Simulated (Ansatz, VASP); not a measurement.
## NaCl (Halite) in two plane-wave programs

Wanted: the spread between two codes on one cell, functional and k mesh. The cell is taken from a series of VASP runs on this material, whose earlier steps may have relaxed, scaled or displaced it; both programs get it as it stands.

Program: Ansatz 0.2.0. Level of theory: plane waves, with VASP 6.6.1 beside it; relaxation of cell and atoms at LDA, band structure at PBE0 and band structure at r2SCAN-EpsX with an exact-exchange share of 0.387. Results are calculated unless marked as measured.

## Step 1: The structure

The structure is cubic, space group Fm-3m (No. 225). Conventional cell: a = 5.460 Å, b = 5.460 Å, c = 5.460 Å, α = 90.00°, β = 90.00°, γ = 90.00°. Cl has 6 Na at 2.73 Å nearest. Na has 6 Cl at 2.73 Å nearest. Farther neighbours and most contacts between anions are not listed.

As a file:

```cif
data_structure
_symmetry_space_group_name_H-M 'Fm-3m'
_symmetry_Int_Tables_number 225
_cell_length_a 5.4601
_cell_length_b 5.4601
_cell_length_c 5.4601
_cell_angle_alpha 90.000
_cell_angle_beta 90.000
_cell_angle_gamma 90.000
_cell_volume 162.78
loop_
_atom_site_label
_atom_site_type_symbol
_atom_site_symmetry_multiplicity
_atom_site_Wyckoff_symbol
_atom_site_fract_x
_atom_site_fract_y
_atom_site_fract_z
_atom_site_occupancy
Cl1 Cl 4 b 0.50000 0.00000 0.00000 1
Na1 Na 4 a 0.00000 0.00000 0.00000 1
```

## Step 2: VASP: relaxation of cell and atoms, LDA

The relaxed volume is the usual yardstick between codes: its relative difference is about their pressure difference at one cell divided by the bulk modulus.

Lines of VASP's logs that name or quote its potential files are left out, and so is its time.

File INCAR:

```
SYSTEM = NaCl
PREC = Accurate
ENCUT = 450
EDIFF = 1E-06
NELM = 100
ISMEAR = 0
SIGMA = 0.03
LREAL = .FALSE.
ALGO = Normal
GGA = CA
NBANDS = 13
LORBIT = 11
LWAVE = .FALSE.
LCHARG = .FALSE.
KPAR = 4
IBRION = 2
NSW = 50
ISIF = 3
EDIFFG = -0.004
```

File POSCAR:

```
NaCl
1.0
    0.0000000000      2.7300670920      2.7300670920
    2.7300670920      0.0000000000      2.7300670920
    2.7300670920      2.7300670920      0.0000000000
Cl Na
1 1
Direct
    0.5000000000      0.5000000000      0.5000000000
    0.0000000000      0.0000000000      0.0000000000
```

File KPOINTS:

```
Automatic mesh
0
Gamma
6 6 6
0 0 0
```

PAW data sets: Cl and Na_pv (LDA family, release 64).

Launch:

```console
$ mpirun -np 4 vasp_std
```

Numbers of over 12 decimals in the logs are rounded to 6 here.

Log:

```text
[banner, memory and clock lines left out]
running    4 mpi-ranks, on    1 nodes
 distrk:  each k-point on    1 cores,    4 groups
 distr:  one band on    1 cores,    1 groups

 POSCAR found type information on POSCAR ClNa
 POSCAR found :  2 types and       2 ions
 LDA part: xc-table for (Slater(with rela. corr.)+CA(PZ))
 , standard interpolation
 POSCAR, INCAR and KPOINTS ok, starting setup
 FFT: planning ... GRIDC
 FFT: planning ... GRID_SOFT
 FFT: planning ... GRID
 WAVECAR not read
 entering main loop
       N       E                     dE             d eps       ncg     rms          rms(c)
DAV:   1     0.880133576543E+02    0.88013E+02   -0.68107E+03   416   0.984E+02
DAV:   2    -0.883803650837E+00   -0.88897E+02   -0.83624E+02   461   0.249E+02
DAV:   3    -0.747895425195E+01   -0.65952E+01   -0.65647E+01   546   0.673E+01
DAV:   4    -0.757263328246E+01   -0.93679E-01   -0.93639E-01   476   0.880E+00
DAV:   5    -0.757470446812E+01   -0.20712E-02   -0.20711E-02   524   0.132E+00    0.208E+00
DAV:   6    -0.740963234242E+01    0.16507E+00   -0.26095E-01   486   0.358E+00    0.153E+00
DAV:   7    -0.739016716623E+01    0.19465E-01   -0.53910E-02   567   0.153E+00    0.988E-01
DAV:   8    -0.738856968426E+01    0.15975E-02   -0.46262E-03   481   0.686E-01    0.299E-01
DAV:   9    -0.738845692757E+01    0.11276E-03   -0.17422E-04   501   0.110E-01    0.151E-01
DAV:  10    -0.738844567397E+01    0.11254E-04   -0.10138E-04   511   0.958E-02    0.524E-03
DAV:  11    -0.738844527006E+01    0.40391E-06   -0.33878E-06   491   0.225E-02
   1 F= -.73884453E+01 E0= -.73884453E+01  d E =-.738845E+01
 curvature:   0.00 expect dE= 0.000E+00 dE for cont linesearch  0.000E+00
 trial: gam= 0.00000 g(F)=  0.366E-65 g(S)=  0.879E-06 ort = 0.000E+00 (trialstep = 0.100E+01)
 search vector abs. value=  0.879E-06
 reached required accuracy - stopping structural energy minimisation
```

From OUTCAR (step 2):

```text
ion  position               nearest neighbor table
   1  0.500  0.500  0.500-
   2  0.000  0.000  0.000-

  LATTYP: Found a face centered cubic cell.
 ALAT       =     5.4601341840

 Subroutine GETGRP returns: Found 48 space group operations
 (whereof 48 operations were pure point group operations)

The static configuration has the point symmetry O_h .

 Found     16 irreducible k-points:

   k-points           NKPTS =     16   k-points in BZ     NKDIM =     16   number of bands    NBANDS=     13

   dimension x,y,z NGX =    28 NGY =   28 NGZ =   28
   dimension x,y,z NGXF=    56 NGYF=   56 NGZF=   56

   ENCUT  =  450.0 eV  33.07 Ry    5.75 a.u.   6.68  6.68  6.68*2*pi/ulx,y,z

   NELECT =      14.0000    total number of electrons

 k-points in reciprocal lattice and weights: Automatic mesh
   0.00000000  0.00000000  0.00000000       0.005
   0.16666667  0.00000000  0.00000000       0.037
   0.33333333  0.00000000  0.00000000       0.037
   0.50000000  0.00000000  0.00000000       0.019
   0.16666667  0.16666667  0.00000000       0.028
   0.33333333  0.16666667  0.00000000       0.111
   0.50000000  0.16666667  0.00000000       0.111
  -0.33333333  0.16666667  0.00000000       0.111
  -0.16666667  0.16666667  0.00000000       0.056
[...]
-0.33333333  0.33333333  0.16666667       0.111
  -0.33333333  0.50000000  0.16666667       0.056

 average (electrostatic) potential at core
       1 -97.1201       2 -45.3585

 E-fermi :  -0.1172

 k-point     1 :       0.0000    0.0000    0.0000
  band No.  band energies     occupation
    ...
      3     -20.9678      2.00000
      4     -13.1726      2.00000
      5      -0.3418      2.00000
      6      -0.3418      2.00000
      7      -0.3418      2.00000
      8       4.7484      0.00000
      9      10.5889      0.00000
     10      10.5889      0.00000
     11      10.5889      0.00000
     12      12.9497      0.00000
    ...

 k-point     2 :       0.1667    0.0000    0.0000
  band No.  band energies     occupation
    ...
      3     -20.9686      2.00000
      4     -13.0606      2.00000
      5      -1.0832      2.00000
      6      -0.4306      2.00000
      7      -0.4306      2.00000
      8       5.6415      0.00000
      9       9.7966      0.00000
     10      10.9195      0.00000
     11      10.9195      0.00000
     12      12.6374      0.00000
    ...

 k-point     3 :       0.3333    0.0000    0.0000
  band No.  band energies     occupation
    ...
      3     -20.9702      2.00000
      4     -12.8238      2.00000
      5      -2.2088      2.00000
      6      -0.5984      2.00000
      7      -0.5984      2.00000
      8       6.6331      0.00000
      9       9.8842      0.00000
     10      10.7901      0.00000
     11      10.7901      0.00000
     12      13.8112      0.00000
    ...

  Total       -0.0034849     -0.0034849     -0.0034849      0.0000000      0.0000000     -0.0000000
  in kB       -0.1372007     -0.1372007     -0.1372007      0.0000000      0.0000000     -0.0000000
  external PRESSURE =      -0.1372007 kB  Pullay stress =       0.0000000 kB

  energy-cutoff  :      450.00
  volume of cell :       40.70
      direct lattice vectors                 reciprocal lattice vectors
     0.000000000  2.730067092  2.730067092    -0.183145682  0.183145682  0.183145682
     2.730067092  0.000000000  2.730067092     0.183145682 -0.183145682  0.183145682
     2.730067092  2.730067092  0.000000000     0.183145682  0.183145682 -0.183145682

 POSITION                                       TOTAL-FORCE (eV/Angst)
 -----------------------------------------------------------------------------------
      2.73007      2.73007      2.73007         0.000000      0.000000      0.000000
      0.00000      0.00000      0.00000         0.000000      0.000000     -0.000000
 -----------------------------------------------------------------------------------
    total drift:                                0.000000      0.000000      0.000000

  FREE ENERGIE OF THE ION-ELECTRON SYSTEM (eV)
  ---------------------------------------------------
  free  energy   TOTEN  =        -7.3884452701 eV

  energy  without entropy=       -7.3884452701  energy(sigma->0) =       -7.38844527

 reached required accuracy - stopping structural energy minimisation

 total charge
# of ion       s       p       d       tot
------------------------------------------
    1        1.584   3.567   0.000   5.151
    2        0.054   5.988   0.000   6.042
--------------------------------------------------
tot          1.638   9.555   0.000  11.193

[... 3 further parts left out ...]
```

The gap is read on the k-mesh alone, so it is an upper bound where the band edges lie off the mesh. The run keeps the 48 symmetry operations of its start, so it cannot find a distortion of lower symmetry.

## Step 3: Ansatz: relaxation of cell and atoms, LDA

Ansatz runs on its default PAW (the set named soft_2) files.

The same cell, functional (in two slightly different forms), mesh and smearing now go to Ansatz, which takes its cutoff from its data sets.

File input.yaml:

```yaml
crystal:
  lattice:
    - [0.0, 2.730067092, 2.730067092]
    - [2.730067092, 0.0, 2.730067092]
    - [2.730067092, 2.730067092, 0.0]
  atoms:
    - { symbol: Cl, position: [0.5, 0.5, 0.5] }
    - { symbol: Na, position: [0.0, 0.0, 0.0] }
hamiltonian:
  xc: lda
  pseudopotentials: { kind: paw }
kpoints:
  mp_grid: { grid: [6, 6, 6] }
scf:
  occupations: { method: gaussian, width: 0.03 }
relax:
  f_tol: 0.01
  max_steps: 60
  cell: { stress_tol: 0.05 }
output:
  forces: true
  stress: true
```

Launch:

```console
$ ansatz run input.yaml --threads 4 --pin off --max-ram 9216MiB --backend cpu --events-out ev --progress --plain --runs-dir out
```

Log:

```text
Engine: ansatz 0.2.0, aarch64-unknown-linux-gnu
Pseudopotentials: kind: paw
Pseudopotential: Cl, paw, valence charge 7, recommended cutoff 420 eV (normal), Cl.paw.azcp
Pseudopotential: Na, paw, valence charge 9, recommended cutoff 420 eV (normal), Na.paw.azcp
Functional definition: SPW92
  exchange = slater_x
  correlation = pw_c
Crystal: 2 atoms, lattice volume = 40.696 Å³
Basis set: ecut = 420 eV, 821 PW (Γ)
Bands: 12, of which v1, the nominal top of the filled ones, is band 8 counted from 1 (7 counted from 0)
Symmetry: 48 space group operations
Space group: Fm-3m (ITA 225), of the structure as read, at distance tolerance 3.4e-5 Å
k-points: 16 of 216
Non-local potential: Cl, projectors of the file, l = 0: 2, l = 1: 2, l = 2: 2
Non-local potential: Na, projectors of the file, l = 0: 3, l = 1: 2, l = 2: 1
PAW form: soft (Blöchl's): semilocal exchange-correlation on the pseudo side does not see the compensation charge
PAW frozen core: Cl, regenerated for the run's functional, and the local potential with it (the file was generated under x = pbe(κ = 0.804, μ = 0.219515), c = pbe(β = 0.066725))
PAW frozen core: Na, regenerated for the run's functional, and the local potential with it (the file was generated under x = pbe(κ = 0.804, μ = 0.219515), c = pbe(β = 0.066725))
PAW one-centre angular grid: Cl, 110 points (default); XC on 64 Gauss nodes
PAW one-centre angular grid: Na, 110 points (default); XC on 64 Gauss nodes
Initial density: superposition of atomic densities (neutral atoms: chi_scale 0, normalization atom), corrected by the library's trained network
Initial wavefunctions: pseudopotential atomic-orbital guess
Functional: x = slater, c = lda
SCF iter   1: F=—  HF=-2514.342204 eV  |F-HF|=—  |Δ(HF+E_count)|=         —  Δρ=7.64e-3  dr2=1.61e-2  ethr=1.77e-3  ⟨swp⟩=6.1  Hψ=1143  notcnv=0
preconditioner: auto → none  [insulator: Δε(μ)=4.989 eV  Ē_g=20.835 eV  σ=0.030 eV  W_gap=1.00  n_scr=14 (ndim 8)  ℏωp=21.8 eV  f_vac=0.012  D(μ)=0.00/eV (n_scr^D=0)  ε∞_Penn≈2.1]
SCF iter   2: F=—  HF=-2514.332589 eV  |F-HF|=—  |Δ(HF+E_count)|=   9.61e-3  Δρ=2.76e-3  dr2=2.50e-3  ethr=1.00e-4  ⟨swp⟩=2.1  Hψ=498  notcnv=0
SCF iter   3: F=—  HF=-2514.331863 eV  |F-HF|=—  |Δ(HF+E_count)|=   7.26e-4  Δρ=9.23e-4  dr2=3.03e-4  ethr=1.56e-5  ⟨swp⟩=2.0  Hψ=304  notcnv=0
SCF iter   4: F=—  HF=-2514.331754 eV  |F-HF|=—  |Δ(HF+E_count)|=   1.09e-4  Δρ=2.14e-4  dr2=1.94e-5  ethr=1.89e-6  ⟨swp⟩=2.0  Hψ=255  notcnv=0
SCF iter   5: F=—  HF=-2514.331747 eV  |F-HF|=—  |Δ(HF+E_count)|=   7.74e-6  Δρ=9.26e-5  dr2=4.38e-6  ethr=1.21e-7  ⟨swp⟩=1.0  Hψ=192  notcnv=0
SCF iter   6: F=—  HF=-2514.331745 eV  |F-HF|=—  |Δ(HF+E_count)|=   1.30e-6  Δρ=1.70e-5  dr2=1.54e-7  ethr=2.74e-8  ⟨swp⟩=2.0  Hψ=221  notcnv=0
SCF iter   7: F=-2514.331745 eV  HF=-2514.331745 eV  |F-HF|=1.44e-10  |Δ(HF+E_count)|=   3.87e-8  Δρ=1.41e-6  dr2=4.76e-10  ethr=6.25e-10  ⟨swp⟩=4.0  Hψ=562  notcnv=0
SCF 1 converged in 7 iterations: F = -2514.331745 eV  dr2 = 4.76e-10
  greatest PAW one-centre occupation: 0.999 electrons in one spin orbital (limit 2), on the Na atom at site 1 (counted from 0), in its partial waves of l = 0
relax step   1: F+E_penalty+E_count = -2514.33174525 eV  Δ(F+E_penalty+E_count) = +0.000e0 eV  max|allowed force component| = 2.210e-30 eV/Å  Δτ_max = 0.0000 Å  P = +0.072 GPa  Ω = 40.696 Å³  (7 SCF iters, dr2 threshold 1.00e-7 eV, accepted)
[...]
relax step   2: F+E_penalty+E_count = -2514.33176177 eV  Δ(F+E_penalty+E_count) = -1.652e-5 eV  max|allowed force component| = 1.717e-30 eV/Å  Δτ_max = 0.0000 Å  P = +0.027 GPa  Ω = 40.752 Å³  energy of the carried Pulay correction = -7.776e-7 eV  (4 SCF iters, dr2 threshold 1.28e-8 eV, accepted)
[...]
relax step   3: F+E_penalty+E_count = -2514.33176177 eV  Δ(F+E_penalty+E_count) = -2.060e-10 eV  max|allowed force component| = 1.463e-30 eV/Å  Δτ_max = 0.0000 Å  P = +0.027 GPa  Ω = 40.752 Å³  stress off target by 2.72e-2 GPa  SCF on the basis re-selected at this cell (its energy is not comparable with the rows above)  (5 SCF iters)
basis re-selected at this cell: Δ(F+E_penalty+E_count) = -2.060e-10 eV, ΔP = +0.000 GPa vs the last step (what re-selecting the basis moved, of the pressure what is left beyond the Pulay correction that the steps carried, after the strain that the cell walked since its last selection, with what the two solves' SCF thresholds leave and, on support functions, any second-order correction that the steps lacked; it is no  [...]
SCF converged after 5 iterations
Free energy (F): -2514.331762 eV
Harris-Foulkes:  -2514.331762 eV  (|F-HF|=1.68e-11)
Internal energy: -2514.331762 eV  (E = F + TS)
E sigma→0 (E₀):  -2514.331762 eV
Fermi energy:    4.180062 eV
--- Per-component energies (eV) ---
  E_band       = -224.833333
  E_kinetic    = 283.218246
  E_local      = -1482.565976  (includes V_loc(G=0)·N_el)
  E_nonlocal   = 146.953097
  E_hartree    = 519.161124
  E_xc         = -144.911803
  E_vxc        = -172.213942  (∫ρ·V_xc dr)
  E_paw        = -869.969944  (= ΣΔE_a)
  E_vpaw       = -38.547063  (= ΣTr[D̂ρ^β])
  E_aug_tail   = 0.000095  (compensation charges beyond the density's cutoff)
  E_ewald      = -966.547982
  E_core_change = 0.331382  (= ΣΔE_core)
  E_smearing   = -0.000000  (= −TS)
  E_closure    = -0.000000  (closes the sum)
  Σ components = -2514.331762   (vs F -2514.331762, Δ=0.00e0)
--- Forces (eV/Å), atoms counted from 1 ---
  atom   1  Cl     0.00000000    -0.00000000    -0.00000000
  atom   2  Na    -0.00000000     0.00000000    -0.00000000
  max |Σ_I F_I| component: 3.39e-30 eV/Å
--- Stress (GPa, compression-positive) ---
        0.027230      -0.000000      -0.000000
       -0.000000       0.027230       0.000000
       -0.000000      -0.000000       0.027230
  P = ⅓ Tr σ = 0.0272 GPa (0.272 kbar)
--- Relaxed structure (2 steps of the walk, 2 accepted, 1 SCFs on fresh bases) ---
  F+E_penalty+E_count = -2514.33176177 eV   max|allowed force component| = 1.463e-30 eV/Å   (the final SCF, on the basis selected at the relaxed cell)
  cell:  # Å, volume = 40.7520 Å³
    - [0, 2.731322, 2.731322]
    - [2.731322, 0, 2.731322]
    - [2.731322, 2.731322, 0]
  atoms:
    - { symbol: Cl, position: [0.5, 0.5, 0.5] }
    - { symbol: Na, position: [0, 0, 0] }
```

Elapsed: 0.54 s, on 4 threads of Arm Neoverse V2, shared host; peak memory 0.27 GiB; 1.5 s of CPU time.

## Step 4: Side by side

Known differences besides the potentials themselves: the two LDA forms differ slightly; both relaxations stop at a tolerance, which leaves soft axes loose, and VASP keeps its plane-wave basis; the data sets hold 16 valence electrons in Ansatz (default PAW (the set named soft_2) files) and 14 in VASP; the cutoff is 420 eV in Ansatz and 450 eV in VASP; VASP's log shows a relativistic correction to its local exchange, Ansatz's none; Ansatz adds a Pulay correction to the stress that steers its cell, VASP none. Total energies have different zeros and are not compared.

Both answers:

```
                                         quantity  Ansatz   VASP  difference
                                      volume (Å³)   40.75  40.70     +0.14 %
edge a after relaxation, in the typed setting (Å)   3.863  3.861     +0.05 %
```

The walks stopped with 0.03 GPa left in Ansatz and -0.01 GPa in VASP; each walk ends within a tolerance, so the volume difference is uncertain by about these residues over the bulk modulus, most in soft cells.

## Step 5: Ansatz: band structure, PBE0

Levels along a path test the potential and the projectors away from the mesh points. The cell compared in this pair holds 44.86 Å³, against 40.70 Å³ for the pair before.

The cell is taken from a series of VASP runs on this material, whose earlier steps may have relaxed, scaled or displaced it; both programs get it as it stands.

File input.yaml:

```yaml
crystal:
  lattice:
    - [0.0, 2.82028, 2.82028]
    - [2.82028, 0.0, 2.82028]
    - [2.82028, 2.82028, 0.0]
  atoms:
    - { symbol: Cl, position: [0.5, 0.5, 0.5] }
    - { symbol: Na, position: [0.0, 0.0, 0.0] }
hamiltonian:
  xc: pbe0
  pseudopotentials: { kind: paw }
kpoints:
  mp_grid: { grid: [5, 5, 5] }
  band_path:
    path:
      - [0.0, 0.0, 0.0]
      - [0.5, 0.0, 0.5]
      - [0.5, 0.22222, 0.72222]
      - [0.40278, 0.34722, 0.75]
      - [0.125, 0.125, 0.25]
      - [0.27778, 0.27778, 0.27778]
      - [0.55556, 0.38889, 0.55556]
      - [0.58333, 0.25, 0.66667]
      - [0.5, 0.30556, 0.69444]
      - [0.48611, 0.48611, 0.52778]
      - [0.625, 0.25, 0.625]
      - [0.5, 0.0, 0.5]
    npoints: 1
scf:
  occupations: { method: gaussian, width: 0.03 }
  n_extra_bands: 7
output:
  forces: true
  stress: true
  eigenvalues: true
```

Log:

```text
[...]
--- Band table (eV; the first three rows and the last of 10) ---
  k-point 0: bands = [... 4 lower, -14.1681, -0.2889, -0.2889, -0.2889, 6.9151, 13.0247, 13.0247, 13.0247, ... 3 higher]
  k-point 1: bands = [... 4 lower, -14.0477, -1.1299, -0.3930, -0.3930, 8.0292, 12.0399, 13.3670, 13.3670, ... 3 higher]
  k-point 2: bands = [... 4 lower, -13.8424, -2.1976, -0.5526, -0.5526, 9.0204, 12.3981, 13.0125, 13.0125, ... 3 higher]
  k-point 9: bands = [... 4 lower, -13.7557, -1.8268, -1.3249, -0.9176, 10.7731, 11.1254, 11.5517, 14.1323, ... 3 higher]
[key lines of the parts left out:]
Free energy (F): -2570.857344 eV
Fermi energy:    3.313167 eV
P = ⅓ Tr σ = 0.1114 GPa (1.114 kbar)
```

Wall time 12 s (4 threads); peak memory 0.66 GiB; 45 s of CPU time.

(Continued in part 2 of 2.)

[Lines on the potential files, build, host, timing and source positions are cut from VASP's logs without a mark.]

[Logs are printed without paths, hosts, clocks, repeated set-up lines and the standing remarks that a program may print on its own settings, such as how far it seeks lower states.]

[Hosts, paths, dates, database ids (printed as entryN), source tags and the programs' standing remarks are cut or masked in the printed files.]
